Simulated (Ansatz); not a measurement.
# Si: the cost of one run

Method: DFT PBE, scalar-relativistic, plane waves, PAW, in Ansatz 0.2.0.

3 further runs of the same task are left out: 2 that didn't finish, 1 set aside as unsound or not needed.

**1. The structure to begin with**

The structure is hexagonal, space group P6_3/mmc (No. 194). Conventional cell: a = 3.851 Å, b = 3.851 Å, c = 6.365 Å, α = 90.00°, β = 90.00°, γ = 120.00°. Around Si (site symmetry 3m) lie 4 Si at 2.36 to 2.38 Å.

Coordinates:

```xyz
4
Lattice="3.8513 0.0000 0.0000 -1.9256 3.3353 0.0000 0.0000 0.0000 6.3650" Properties=species:S:1:pos:R:3 pbc="T T T"
Si    0.0000    2.2235    0.4006
Si    1.9256    1.1118    3.5831
Si    0.0000    2.2235    2.7820
Si    1.9256    1.1118    5.9645
```

It goes back to an entry of the Materials Project, which need not be the stable form.

This cell was relaxed beforehand with the same method: volume 20.44 Å³/atom, gap on the mesh 0.45 eV.

**2. A stricter relaxation**

Response runs need a geometry at rest under their own mesh and occupations; hence this stricter relaxation.

Contents of input.yaml:

```yaml
crystal:
  lattice:
    - [3.8512806261, 0.0, 0.0]
    - [-1.9256403131, 3.3353068593, 0.0]
    - [0.0, 0.0, 6.3650227259]
  atoms:
    - { symbol: Si, position: [0.3333333333, 0.6666666667, 0.0629309404] }
    - { symbol: Si, position: [0.6666666667, 0.3333333333, 0.5629309404] }
    - { symbol: Si, position: [0.3333333333, 0.6666666667, 0.4370690596] }
    - { symbol: Si, position: [0.6666666667, 0.3333333333, 0.9370690596] }
basis:
  ecutwfc: 420
kpoints:
  mp_grid: { grid: [12, 12, 6] }
hamiltonian:
  xc: pbe
scf:
  occupations: { method: fixed }
output:
  forces: true
  stress: true
  eigenvalues: true
relax:
  adjacent_minimum: "off"
  f_tol: 0.001
  max_steps: 60
  cell: { stress_tol: 0.01 }
```

The run is started by

```console
$ ansatz run input.yaml --threads 1 --pin off --max-ram 3072MiB --backend cpu --events-out ev --progress --plain --runs-dir out
```

What time and memory should one allow on 1 thread of Intel Xeon Platinum 8259CL at 2.50GHz (Skylake/Cascade Lake), shared host?

About 13 s, with a peak of 0.43 GiB.
